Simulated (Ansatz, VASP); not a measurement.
**Two plane-wave programs on Be**

```xyz
1
Lattice="-1.2634 1.2634 1.2634 1.2634 -1.2634 1.2634 1.2634 1.2634 -1.2634" Properties=species:S:1:pos:R:3 pbc="T T T"
Be    0.0000    0.0000    0.0000
```

The cell was built by a generator and needn't be a form met in nature.

Alike in both runs: task single point; functional r2SCAN; k mesh 10 × 10 × 10; occupations gaussian, width 0.0164 eV; no spin polarisation.

|  | VASP | Ansatz |
| --- | --- | --- |
| version | VASP 6.6.1 | Ansatz 0.2.0 |
| potentials or method | VASP PAW PBE potentials, release 64 (Be) | PAW plane waves |
| plane-wave cutoff (eV) | 520 | 500 |
| valence electrons in the cell | 2 | 2 |

VASP gave:

- gap on the k mesh at the Fermi level (eV): none
- pressure (GPa): -3.5

What did Ansatz give for the same quantities?

gap on the k mesh at the Fermi level (eV): none; pressure (GPa): -3.7.

A gap of «none» marks a metal or a gap that the smearing closes.

Caveats: the PAW data sets were made with another functional, which shifts forces and pressure a little (VASP).
